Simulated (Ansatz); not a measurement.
GeTe:
```xyz
2
Lattice="2.1090 1.2176 3.6876 -2.1090 1.2176 3.6876 0.0000 -2.4352 3.6876" Properties=species:S:1:pos:R:3 pbc="T T T"
Ge     0.0000     0.0000     0.0754
Te     0.0000     0.0000     5.2236
```

PBE+D3(BJ) in the plane-wave PAW code Ansatz gives a gap of 0.55 eV without spin–orbit coupling, maximum off the standard path, at k = (0.201, 0.201, 0.372), minimum at L.

Problem. What happens when spin–orbit coupling is switched on?

Solution. The gap decreases by 0.14 eV, to 0.41 eV; maximum off the standard path, at k = (0.206, 0.230, 0.375), minimum off the standard path, at k = (-0.020, -0.004, -0.482).

Problem. Give the Z2 indices of the occupied bands with spin–orbit coupling.

Solution. 0;(000).

Space group R3m. The PBE+D3(BJ) relaxation kept the symmetry of its start; of distortions, only those at the zone centre were tested.

Potentials: the later of the program's two PAW sets.
